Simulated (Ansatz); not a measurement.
Runs of Ansatz 0.2.0 on SnSe2. It takes space group P-3m1 (No. 164, trigonal). The conventional cell has a = 3.811 Å, b = 3.811 Å, c = 6.136 Å, α = 90.00°, β = 90.00°, γ = 120.00°. Sn (site symmetry -3m) has 6 Se at 2.68 Å as nearest neighbours. Se (site symmetry 3m) is surrounded by 3 Sn at 2.68 Å. 

| task | level | cell | k mesh | cutoff (eV) | smearing | points for each segment of the path | mesh quality | gap on the mesh (eV) | pressure (GPa) | relaxed volume (Å³/atom) | largest force (eV/Å) |
| --- | --- | --- | --- | --- | --- | --- | --- | --- | --- | --- | --- |
| relaxation of cell and atoms | BLYP+D3(BJ) | relaxed | 8 × 8 × 5 | 420 | fermi-dirac 0.05 eV | - | not flagged | 0.16 | 0.0 | (b) | - |
| band structure | HSE03 | as given | 4 × 4 × 3 | 420 | fermi-dirac 0.05 eV | 4 | coarse | 1.31 | (a) | - | 0.31 |
| single point | PBE+D4 | as given | 8 × 8 × 5 | 420 | gaussian 0.1 eV | - | not flagged | 0.81 | (c) | - | 0.80 |
| band structure | PBE | as given | 8 × 8 × 5 | 420 | fermi-dirac 0.05 eV | 14 | not flagged | 0.81 | 5.5 | - | 0.79 |
| band structure | HF | as given | 4 × 4 × 3 | 420 | fermi-dirac 0.05 eV | 4 | coarse | 7.01 | 4.7 | - | 0.24 |
| band structure | r2SCAN50 | as given | 4 × 4 × 3 | 500 | fermi-dirac 0.05 eV | 4 | coarse | 3.71 | 0.0 | - | 0.17 |
| band structure | PBEsol0 | as given | 4 × 4 × 3 | 420 | fermi-dirac 0.05 eV | 4 | coarse | 2.09 | 0.9 | - | 0.12 |
| single point | PBE | as given | 8 × 8 × 5 | 420 | gaussian 0.011 eV | - | not flagged | 0.81 | 5.5 | - | 0.79 |
| relaxation of cell and atoms | BLYP+D4 | relaxed | 8 × 8 × 5 | 420 | fermi-dirac 0.05 eV | - | not flagged | 0.24 | 0.0 | 25.79 | - |
| single point | PBE | as given | 8 × 8 × 5 | 420 | gaussian 0.029 eV | - | not flagged | 0.81 | 5.5 | - | 0.79 |
| single point | RPBE | as given | 8 × 8 × 5 | 420 | gaussian 0.1 eV | - | not flagged | 0.89 | 7.4 | - | 0.83 |
| relaxation of cell and atoms | PBE | relaxed | 8 × 8 × 5 | 420 | fermi-dirac 0.05 eV | - | not flagged | 0.70 | 0.0 | (d) | - |

Alike in all rows: potentials or basis Ansatz PAW; no spin polarisation.

Problem. Estimate the missing entries.

Solution. (a) 3.4; (b) 25.34; (c) 3.2; (d) 30.29.

Caveats: some runs use coarse meshes; spin-orbit coupling is left out, which moves the levels of the heavy elements; odd divisions of the mesh miss points on the zone boundary, where band edges often lie, so the gap on the mesh can be too wide (some runs); the PAW data sets come from PBE, with cores solved anew for the run's functional, which leaves a small shift of forces and pressure (some runs); the thresholds are loose for stress (some runs); this functional lacks dispersion, which binds the layers, so the pressure and a relaxed spacing across them are unreliable (some runs); the plane-wave basis is chosen anew once the cell has moved, so the energies of steps on either side of that aren't comparable (some runs); the k mesh misses the band edges, so the gap on the mesh is wider than the one along the path (some runs).

A k mesh can miss the band edges, and the runs leave out spin-orbit coupling on Se, Sn.
